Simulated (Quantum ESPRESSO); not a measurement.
# NiO2 (P-3m1) in Quantum ESPRESSO: equation of state

Aim: energy against volume of NiO2 in PBEsol, for its equilibrium volume and stiffness.

Everything below comes from runs of Quantum ESPRESSO 7.5. Logs are shortened: lines on timing, memory, paths and dates and some standing lists are left out, and cuts for length are marked.

**1. Starting point**

Symmetry: P-3m1, No. 164, trigonal system. The conventional cell has a = 2.799 Å, b = 2.799 Å, c = 4.618 Å, α = 90.00°, β = 90.00°, γ = 120.00°. Ni (site symmetry -3m) is surrounded by 6 O at 1.88 Å. Around O (site symmetry 3m) lie 3 Ni at 1.88 Å.

The cell comes from a database or a generator and needn't be the stable form of this composition.

**2. Single point, PBEsol, collinear spin, ferromagnetic start, 9.82 Å³/atom**

Contents of pw.in:

```
&CONTROL
  calculation = 'scf'
  prefix = 'pwscf'
  outdir = './tmp'
  pseudo_dir = './pseudo'
  tstress = .true.
  disk_io = 'nowf'
/
&SYSTEM
  ibrav = 0
  nat = 3
  ntyp = 2
  ecutwfc = 45
  ecutrho = 360
  nbnd = 25
  occupations = 'smearing'
  smearing = 'fd'
  degauss = 0.00367493
  nspin = 2
  starting_magnetization(1) = 0.0556
  starting_magnetization(2) = 0
/
&ELECTRONS
  conv_thr = 6d-10
  electron_maxstep = 120
  mixing_beta = 0.3
/
ATOMIC_SPECIES
Ni    58.6934 ni_pbesol_v1.4.uspp.F.UPF
O     15.9990 o_pbesol_v1.2.uspp.F.UPF
CELL_PARAMETERS angstrom
   2.7416478363    0.0000000000    0.0000000000
  -1.3708239181    2.3743366745    0.0000000000
   0.0000000000    0.0000000000    4.5239960771
ATOMIC_POSITIONS crystal
Ni     0.0000000000    0.0000000000    0.5000000000
O      0.3333333333    0.6666666667    0.2939610000
O      0.6666666667    0.3333333333    0.7060390000
K_POINTS automatic
11 11 6 0 0 0
```

Potentials or basis: GBRV 1.5 PBEsol.

The run is started by

```sh
OMP_NUM_THREADS=1 mpirun -n 2 pw.x -nk 2 -in pw.in > pw.out
```

pw.out:

```text
This program is part of the open-source Quantum ESPRESSO suite
     for quantum simulation of materials; please cite
[... 13 lines left out ...]
     --------------------
     sticks:   dense  smooth     PW     G-vecs:    dense   smooth      PW
     Sum         673     337    109                22995     8113    1449

     Using Slab Decomposition

     bravais-lattice index     =            0
     lattice parameter (alat)  =       5.1810  a.u.
     unit-cell volume          =     198.7343 (a.u.)^3
     number of atoms/cell      =            3
     number of atomic types    =            2
     number of electrons       =        30.00
     number of Kohn-Sham states=           25
     kinetic-energy cutoff     =      45.0000  Ry
     charge density cutoff     =     360.0000  Ry
     scf convergence threshold =      6.0E-10
     mixing beta               =       0.3000
     number of iterations used =            8  plain     mixing
     Exchange-correlation= SLA  PW   PSX  PSC
                           (   1   4  10   8   0   0   0)

     celldm(1)=   5.180964  celldm(2)=   0.000000  celldm(3)=   0.000000
     celldm(4)=   0.000000  celldm(5)=   0.000000  celldm(6)=   0.000000

     crystal axes: (cart. coord. in units of alat)
               a(1) = (   1.000000   0.000000   0.000000 )
               a(2) = (  -0.500000   0.866025   0.000000 )
               a(3) = (   0.000000   0.000000   1.650101 )

     reciprocal axes: (cart. coord. in units 2 pi/alat)
               b(1) = (  1.000000  0.577350 -0.000000 )
               b(2) = (  0.000000  1.154701  0.000000 )
               b(3) = (  0.000000 -0.000000  0.606023 )

     PseudoPot. # 1 for Ni read from file:
     ni_pbesol_v1.4.uspp.F.UPF
     Pseudo is Ultrasoft + core correction, Zval = 18.0
     Generated by new atomic code, or converted to UPF format
     Using radial grid of  865 points,  6 beta functions with:
                l(1) =   0
                l(2) =   0
                l(3) =   1
                l(4) =   1
                l(5) =   2
                l(6) =   2
     Q(r) pseudized with 10 coefficients,  rinner =    0.980   0.980   0.980
                                                       0.980   0.980

     PseudoPot. # 2 for O  read from file:
     o_pbesol_v1.2.uspp.F.UPF
     Pseudo is Ultrasoft + core correction, Zval =  6.0
     Generated by new atomic code, or converted to UPF format
     Using radial grid of  737 points,  5 beta functions with:
                l(1) =   0
                l(2) =   0
                l(3) =   1
                l(4) =   1
                l(5) =   2
     Q(r) pseudized with  8 coefficients,  rinner =    0.900   0.900   0.900
                                                       0.900   0.900

     atomic species   valence    mass     pseudopotential
     Ni               18.00    58.69340     Ni( 1.00)
     O                 6.00    15.99900     O ( 1.00)

     Starting magnetic structure
     atomic species   magnetization
     Ni              0.056
     O               0.000

     12 Sym. Ops., with inversion, found

   Cartesian axes

     site n.     atom                  positions (alat units)
         1        Ni     tau(   1) = (   0.0000000   0.0000000   0.8250505  )
         2        O      tau(   2) = (  -0.0000000   0.5773503   0.4850654  )
         3        O      tau(   3) = (   0.5000000   0.2886751   1.1650357  )

     number of k points=    84  Fermi-Dirac smearing, width (Ry)=  0.0037
                       cart. coord. in units 2pi/alat
        k(    1) = (   0.0000000   0.0000000   0.0000000), wk =   0.0013774
        k(    2) = (   0.0000000   0.0000000   0.1010039), wk =   0.0027548
        k(    3) = (   0.0000000   0.0000000   0.2020078), wk =   0.0027548
        k(    4) = (   0.0000000   0.0000000  -0.3030117), wk =   0.0013774
        k(    5) = (   0.0000000   0.1049728   0.0000000), wk =   0.0082645
        k(    6) = (   0.0000000   0.1049728   0.1010039), wk =   0.0082645
[... 76 lines left out ...]
        k(   83) = (  -0.1818182   0.5248639  -0.1010039), wk =   0.0165289
        k(   84) = (  -0.1818182   0.5248639  -0.2020078), wk =   0.0165289

     Dense  grid:    22995 G-vectors     FFT dimensions: (  32,  32,  54)

     Smooth grid:     8113 G-vectors     FFT dimensions: (  24,  24,  40)

     Check: negative core charge=   -0.000005
     Generating pointlists ...
     new r_m :   0.2764 (alat units)  1.4319 (a.u.) for type    1
     new r_m :   0.2764 (alat units)  1.4319 (a.u.) for type    2

     Initial potential from superposition of free atoms

     starting charge      28.0000, renormalised to      30.0000
     Starting wfcs are   21 randomized atomic wfcs +    4 random wfcs

     Self-consistent Calculation

     iteration #  1     ecut=    45.00 Ry     beta= 0.30
     Davidson diagonalization with overlap
     ethr =  1.00E-02,  avg # of iterations =  5.7

     total energy              =    -396.72193303 Ry
     estimated scf accuracy    <      31.56882884 Ry

     total magnetization       =     0.39 Bohr mag/cell
     absolute magnetization    =     0.45 Bohr mag/cell

     iteration #  2     ecut=    45.00 Ry     beta= 0.30
     Davidson diagonalization with overlap
     ethr =  1.00E-02,  avg # of iterations =  3.0

     total energy              =    -406.41213136 Ry
     estimated scf accuracy    <      16.90839592 Ry

     total magnetization       =     0.03 Bohr mag/cell
     absolute magnetization    =     0.05 Bohr mag/cell

     iteration #  3     ecut=    45.00 Ry     beta= 0.30
     Davidson diagonalization with overlap
     ethr =  1.00E-02,  avg # of iterations =  2.0

     total energy              =    -407.15228485 Ry
     estimated scf accuracy    <       1.25928237 Ry

     total magnetization       =     0.01 Bohr mag/cell
     absolute magnetization    =     0.21 Bohr mag/cell

     iteration #  4     ecut=    45.00 Ry     beta= 0.30
     Davidson diagonalization with overlap
     ethr =  4.20E-03,  avg # of iterations =  1.2

     total energy              =    -407.33294390 Ry
     estimated scf accuracy    <       0.59172173 Ry

     total magnetization       =     0.00 Bohr mag/cell
     absolute magnetization    =     0.17 Bohr mag/cell

     iteration #  5     ecut=    45.00 Ry     beta= 0.30
     Davidson diagonalization with overlap
     ethr =  1.97E-03,  avg # of iterations =  1.0

     total energy              =    -407.41577361 Ry
     estimated scf accuracy    <       0.07135365 Ry

     total magnetization       =     0.00 Bohr mag/cell
     absolute magnetization    =     0.17 Bohr mag/cell

     iteration #  6     ecut=    45.00 Ry     beta= 0.30
     Davidson diagonalization with overlap
     ethr =  2.38E-04,  avg # of iterations =  1.2

     total energy              =    -407.40369656 Ry
     estimated scf accuracy    <       0.04030004 Ry

     total magnetization       =     0.00 Bohr mag/cell
     absolute magnetization    =     0.11 Bohr mag/cell

     iteration #  7     ecut=    45.00 Ry     beta= 0.30
     Davidson diagonalization with overlap
     ethr =  1.34E-04,  avg # of iterations =  1.9

     total energy              =    -407.40844829 Ry
     estimated scf accuracy    <       0.04109040 Ry

     total magnetization       =     0.00 Bohr mag/cell
     absolute magnetization    =     0.06 Bohr mag/cell

     iteration #  8     ecut=    45.00 Ry     beta= 0.30
     Davidson diagonalization with overlap
     ethr =  1.34E-04,  avg # of iterations =  1.0

     total energy              =    -407.41520588 Ry
     estimated scf accuracy    <       0.00455679 Ry

     total magnetization       =     0.00 Bohr mag/cell
     absolute magnetization    =     0.03 Bohr mag/cell

     iteration #  9     ecut=    45.00 Ry     beta= 0.30
     Davidson diagonalization with overlap
     ethr =  1.52E-05,  avg # of iterations =  1.1

     total energy              =    -407.41493817 Ry
     estimated scf accuracy    <       0.00292525 Ry

     total magnetization       =     0.00 Bohr mag/cell
     absolute magnetization    =     0.02 Bohr mag/cell

     iteration # 10     ecut=    45.00 Ry     beta= 0.30
     Davidson diagonalization with overlap
     ethr =  9.75E-06,  avg # of iterations =  1.1

     total energy              =    -407.41480136 Ry
     estimated scf accuracy    <       0.00068482 Ry

     total magnetization       =     0.00 Bohr mag/cell
     absolute magnetization    =     0.01 Bohr mag/cell

     iteration # 11     ecut=    45.00 Ry     beta= 0.30
     Davidson diagonalization with overlap
     ethr =  2.28E-06,  avg # of iterations =  1.6

     total energy              =    -407.41492323 Ry
     estimated scf accuracy    <       0.00027519 Ry

     total magnetization       =     0.00 Bohr mag/cell
     absolute magnetization    =     0.00 Bohr mag/cell

     iteration # 12     ecut=    45.00 Ry     beta= 0.30
     Davidson diagonalization with overlap
     ethr =  9.17E-07,  avg # of iterations =  1.0

     total energy              =    -407.41494811 Ry
     estimated scf accuracy    <       0.00000088 Ry

     total magnetization       =    -0.00 Bohr mag/cell
     absolute magnetization    =     0.00 Bohr mag/cell

     iteration # 13     ecut=    45.00 Ry     beta= 0.30
     Davidson diagonalization with overlap
     ethr =  2.93E-09,  avg # of iterations =  2.0

     total energy              =    -407.41494834 Ry
     estimated scf accuracy    <       0.00000011 Ry

     total magnetization       =    -0.00 Bohr mag/cell
     absolute magnetization    =     0.00 Bohr mag/cell

     iteration # 14     ecut=    45.00 Ry     beta= 0.30
     Davidson diagonalization with overlap
     ethr =  3.65E-10,  avg # of iterations =  1.5

     total energy              =    -407.41494838 Ry
     estimated scf accuracy    <          8.6E-09 Ry

     total magnetization       =    -0.00 Bohr mag/cell
     absolute magnetization    =     0.00 Bohr mag/cell

     iteration # 15     ecut=    45.00 Ry     beta= 0.30
     Davidson diagonalization with overlap
     ethr =  2.85E-11,  avg # of iterations =  1.5

     total energy              =    -407.41494839 Ry
     estimated scf accuracy    <          3.9E-09 Ry

     total magnetization       =    -0.00 Bohr mag/cell
     absolute magnetization    =     0.00 Bohr mag/cell

     iteration # 16     ecut=    45.00 Ry     beta= 0.30
     Davidson diagonalization with overlap
     ethr =  1.29E-11,  avg # of iterations =  1.0

     Magnetic moment per site  (integrated on atomic sphere of radius R)
     atom   1 (R=0.276)  charge= 14.9794  magn= -0.0000
     atom   2 (R=0.276)  charge=  5.0220  magn= -0.0000
     atom   3 (R=0.276)  charge=  5.0220  magn= -0.0000

     End of self-consistent calculation

     Number of k-points >= 100: set verbosity='high' to print the bands.

     the Fermi energy is     8.6131 ev

!    total energy              =    -407.41494840 Ry
     estimated scf accuracy    <          3.6E-10 Ry
     smearing contrib. (-TS)   =      -0.00000017 Ry
     internal energy E=F+TS    =    -407.41494824 Ry

     The total energy is F=E-TS. E is the sum of the following terms:
     one-electron contribution =    -347.33527402 Ry
     hartree contribution      =     186.94145565 Ry
     xc contribution           =     -49.36620374 Ry
     ewald contribution        =    -197.65492613 Ry

     total magnetization       =    -0.00 Bohr mag/cell
     absolute magnetization    =     0.00 Bohr mag/cell

     convergence has been achieved in  16 iterations

     Computing stress (Cartesian axis) and pressure

          total   stress  (Ry/bohr**3)                   (kbar)     P=       92.62
   0.00075280  -0.00000000   0.00000000          110.74       -0.00        0.00
  -0.00000000   0.00075280   0.00000000           -0.00      110.74        0.00
   0.00000000   0.00000000   0.00038316            0.00        0.00       56.36

=------------------------------------------------------------------------------=
   JOB DONE.
=------------------------------------------------------------------------------=
```

It took 72 s on 2 MPI ranks of Intel Xeon at 2.70GHz, shared host; peak memory 0.26 GiB.

Results:

```
Free energy                                           : -5543.1628 eV
Pressure                                              : 9.3 GPa
Band gap on the k mesh                                : 0.99 eV, indirect (least direct gap 1.29 eV)
Net moment                                            : 0.00 μB per cell
Absolute moment                                       : 0.00 μB per cell
Valence electrons inside the program's atomic spheres : Ni 14.98; O 5.02
```

Caveat: an odd mesh through Γ misses points on the zone boundary, where band edges often lie.

(Part 1 of 2 ends here.)
